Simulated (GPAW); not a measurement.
# Sn (Immm) in GPAW: equation of state

How stiff is Sn in PBE, and what volume does it want? The cell is scaled to several volumes.

Program: GPAW 26.7.0. These are calculated values, not measurements. Logs are shortened: lines on timing, memory, paths and dates and some standing lists are left out, and cuts for length are marked. The log counts tension as positive stress, the text compression.

## 1. Starting point

Symmetry: Immm, No. 71, orthorhombic system. Conventional cell: a = 3.453 Å, b = 3.551 Å, c = 4.677 Å, α = 90.00°, β = 90.00°, γ = 90.00°. Sn (site symmetry mmm) has 12 Sn at 3.41 to 3.55 Å as nearest neighbours.

This isn't the form of Sn at room conditions, which is tetragonal (white tin).

## 2. Equation of state, PBE

Input file run.py:

```python
from ase.eos import EquationOfState
from ase.io import Trajectory, read
from ase.units import GPa
from gpaw import GPAW, PW

atoms = read('POSCAR')

traj = Trajectory('eos.traj', 'w')
volumes, energies = [], []
for x in [0.94, 0.96, 0.98, 1.0, 1.02, 1.04, 1.06]:
    a = atoms.copy()
    a.set_cell(atoms.cell * x**(1 / 3), scale_atoms=True)
    calc = GPAW(mode=PW(600),
                xc='PBE',
                kpts={'size': (11, 11, 11), 'gamma': True},
                occupations={'name': 'fermi-dirac', 'width': 0.05},
                nbands=14,
                convergence={'density': 1e-05, 'energy': 1e-05},
                maxiter=150,
                txt=f'eos-{x:.2f}.txt')
    a.calc = calc
    energies.append(a.get_potential_energy(force_consistent=True))
    volumes.append(a.get_volume())
    p = -a.get_stress()[:3].mean() / GPa
    calc.write(f'eos-{x:.2f}.gpw')
    traj.write(a)
    print(f'{x:.2f} {volumes[-1]:10.4f} A^3 {energies[-1]:14.6f} eV {p:9.3f} GPa', flush=True)

v0, e0, B = EquationOfState(volumes, energies, eos='birchmurnaghan').fit()
print(f'V0 = {v0:.4f} A^3, E0 = {e0:.6f} eV, B0 = {B / GPa:.2f} GPa')
```

Input file POSCAR:

```
Sn
1.0
   -1.7265390000      1.7755470000      2.3383420000
    1.7265390000     -1.7755470000      2.3383420000
    1.7265390000      1.7755470000     -2.3383420000
Sn
1
Direct
    0.0000000000      0.0000000000      0.0000000000
```

Potentials or basis: GPAW PAW data sets (gpaw-data 1.2.1), pw.

Run with:

```
> OMP_NUM_THREADS=1 python run.py
```

Log:

```text
__  _  _
 | _ |_)|_||  |
 |__||  | ||/\| - 26.7.0

Input parameters:
  mode=PW(ecut=600.0),
  convergence={'density': 1e-05, 'energy': 1e-05},
  kpts=MonkhorstPack(size=(11, 11, 11), gamma=True),
  maxiter=150,
  nbands=14,
  occupations=Occupations(name='fermi-dirac', width=0.05),
  xc=XC(name='PBE')

Diagonalizing LCAO Hamiltonian
Converting LCAO to pw mode

       Sn

Atoms  # Å, Bohr magnetons
|   | symbol |        x |        y |        z |    initial magnetic moments |
|---|--------|----------|----------|----------|-----------------------------|
| 0 |     Sn | 0.000000 | 0.000000 | 0.000000 | ( 0.0000,  0.0000,  0.0000) |

Unit cell  # Å
| periodic |         x |         y |         z |  lengths |     angles |
|----------|-----------|-----------|-----------|----------|------------|
|      yes | -1.691294 |  1.739301 |  2.290607 | 3.336544 | 119.084898 |
|      yes |  1.691294 | -1.739301 |  2.290607 | 3.336544 | 117.162588 |
|      yes |  1.691294 |  1.739301 | -2.290607 | 3.336544 |  93.289317 |

Number of symmetries: 8
Symmetry operations  # r_c * U_cc + t_c -> r_c
|   | kind |            matrix            |
|---|------|------------------------------|
| 0 |  σ   |  1, 1, 1,  0, 0,-1,  0,-1, 0 |
| 1 |  E   |  1, 0, 0,  0, 1, 0,  0, 0, 1 |
| 2 |  C2  |  0, 1, 0,  1, 0, 0, -1,-1,-1 |
| 3 |  C2  |  0, 0, 1, -1,-1,-1,  1, 0, 0 |
| 4 |  σ   |  0, 0,-1,  1, 1, 1, -1, 0, 0 |
| 5 |  σ   |  0,-1, 0, -1, 0, 0,  1, 1, 1 |
| 6 |  i   | -1, 0, 0,  0,-1, 0,  0, 0,-1 |
| 7 |  C2  | -1,-1,-1,  0, 0, 1,  0, 1, 0 |

BZ-sampling:
  Number of BZ points: 1331
  Number of IBZ points: 216

  Monkhorst-Pack size: [11, 11, 11]
  Monkhorst-Pack shift: [0, 0, 0]

K-points  # in reciprocal-cell coordinates
|     |                                coordinates |     weight |
|-----|--------------------------------------------|------------|
|   0 | (  0.00000000,   0.00000000,   0.00000000) | 0.00075131 |
|   1 | (  0.09090909,  -0.09090909,  -0.09090909) | 0.00150263 |
|   2 | (  0.09090909,  -0.09090909,   0.00000000) | 0.00300526 |
|   3 | (  0.09090909,  -0.09090909,   0.09090909) | 0.00150263 |
|   4 | (  0.09090909,   0.00000000,  -0.09090909) | 0.00300526 |
|   5 | (  0.09090909,   0.00000000,   0.00000000) | 0.00300526 |
|   6 | (  0.09090909,   0.09090909,  -0.09090909) | 0.00150263 |
|   7 | (  0.18181818,  -0.18181818,  -0.18181818) | 0.00150263 |
|   8 | (  0.18181818,  -0.18181818,  -0.09090909) | 0.00300526 |
|   9 | (  0.18181818,  -0.18181818,   0.00000000) | 0.00300526 |
| ... |                                            |            |
| 215 | (  0.45454545,   0.45454545,   0.45454545) | 0.00601052 |

Plane wave coefficients: 925
Cutoff: 600.0 eV

Spin-components: 1 (collinear spins)
Bands:           14
Projectors:      6
Spin-degeneracy: 2
Datatype:        complex128

Density:
  Valence electrons: 14.0
  Components: 1
  Grid points: [20 20 20]
  Charge: 0.0  # |e|

Potential:
  Grid points: [20 20 20]

species:
  Sn:
    name:    Tin
    Z:       50.0
    valence: 14
    core:    36
    charge:  0.0  # [|e|]
    compensation charges:
      type: gauss
      rc: 0.38  # [Å]
      lmax: 2
    cutoffs:
      filter: 2.23  # [Å]
      core: 2.35  # [Å]
    projectors
    | kind |    occ | energy [eV] | rcut [Å] |
    |------|--------|-------------|----------|
    |   5s |  2.000 |     -10.538 |    1.201 |
    |   5p |  2.000 |      -3.696 |    1.270 |
    |   4d | 10.000 |     -25.845 |    1.185 |
    |    s |        |      16.674 |    1.201 |
    |    p |        |      23.515 |    1.270 |
    |    d |        |       1.367 |    1.185 |

    Using partial waves for Sn as LCAO basis

Reference energy: -168010.693307  # eV

eigensolver:
  PPCG
  Converge bands: occupied
  niter=2

density mixing:
  MSR1-Mixer
  Pratt-step length: 0.05
  Maximum mixing coefficient: 0.75
  Old densities: 10
  SVD Regularization: 0.005
  Good broyden scale: 1.0
  Trust region scale: 1.0
  Backstep threshold: 4.0
  History deletion threshold: 6.0
  Fourier metric: weight=20.0, sigma=0.015

occupation numbers:
  Fermi-Dirac:
    width: 0.0500  # eV

poisson solver:
  ecut: 4800.0  # eV

xc functional:
  name: PBE with 2 nearest neighbor stencil

convergence criteria:
- Maximum integral of absolute [dens]ity change: 1e-05 electrons / valence electron
- Maximum [total energy] change in last 3 cyles: 1e-05 eV / valence electron
- Maximum integral of absolute [eigenst]ate change: 4e-08 eV^2 / valence electron
maximum number of iterations: 150

SCF iterations
|iter     | |      energy | eigst |  dens |
|---------|-|-------------|-------|-------|
|iter:   1| |   -3.998460 | -0.15 |       |
|iter:   2| |   -3.997891 | -2.73 | -1.78 |
|iter:   3| |   -3.987963 | -2.85 | -1.81 |
|iter:   4| |   -3.988146 | -3.83 | -2.37 |
|iter:   5| |   -3.988229 | -4.69 | -2.98 |
|iter:   6| |   -3.988235c| -6.00 | -3.95 |
|iter:   7| |   -3.988236c| -6.96 | -4.49 |
|iter:   8| |   -3.988236c| -8.15c| -5.12c|

Converged in 8 steps
Energy contributions relative to reference atoms: (reference = -168010.693307)

Energy contributions:
  Kinetic:           5.276384
  Coulomb:          -5.057605
  Zero:              0.003208
  External:          0.000000
  Xc:               -4.208243
  Entropy:          -0.003958
  Spinorbit:         0.000000
  ----------------------------
  Free energy:      -3.990215
  Extrapolated:     -3.988236

dipole moment: (-5.730027, -5.892674, -7.760475)  # |e|*Ang

Fermi level: 7.361
Eigenvalues  # (at kpt = [0.000, 0.000, 0.000])
| band index |      eig [eV] | occ [0-2] |
|------------|---------------|-----------|
|          0 |       -14.194 |     2.000 |
|          1 |       -14.176 |     2.000 |
|          2 |       -14.153 |     2.000 |
|          3 |       -14.116 |     2.000 |
|          4 |       -14.074 |     2.000 |
|          5 |        -3.806 |     2.000 |
|          6 |        14.891 |     0.000 |
|          7 |        15.037 |     0.000 |
|          8 |        15.493 |     0.000 |
|          9 |        18.159 |     0.000 |
|         10 |        18.842 |     0.000 |
|         11 |        19.366 |     0.000 |
|         12 |        19.537 |     0.000 |
|         13 |        21.406 |     0.000 |

No gap
No difference between direct/indirect transitions

Stress tensor  # eV/Ang^3
|         x |         y |         z |
|-----------|-----------|-----------|
| -0.016508 |  0.000000 |  0.000000 |
|  0.000000 | -0.004851 |  0.000000 |
|  0.000000 |  0.000000 | -0.013458 |

# Writing to eos-0.94.gpw (mode='')
```

Run time: 4.2 min. Hardware: 1 thread of Arm Neoverse V1, shared host; peak memory 0.24 GiB.

Results:

* Equilibrium volume: 27.93 Å³/atom
* Bulk modulus at fixed shape and positions: 49 GPa
* Pressure derivative of the bulk modulus: 4.7

Energy against volume, from the lowest point:
```tsv
volume (Å³/atom)	energy (meV/atom)
26.953	5.40
27.526	0.76
28.100	0.00
28.673	2.70
29.247	8.47
29.820	16.97
30.394	27.90
```

Caveat: the cell was scaled at fixed shape and fractional positions, which overstates the stiffness of a crystal with free parameters, most of all of layers and chains.
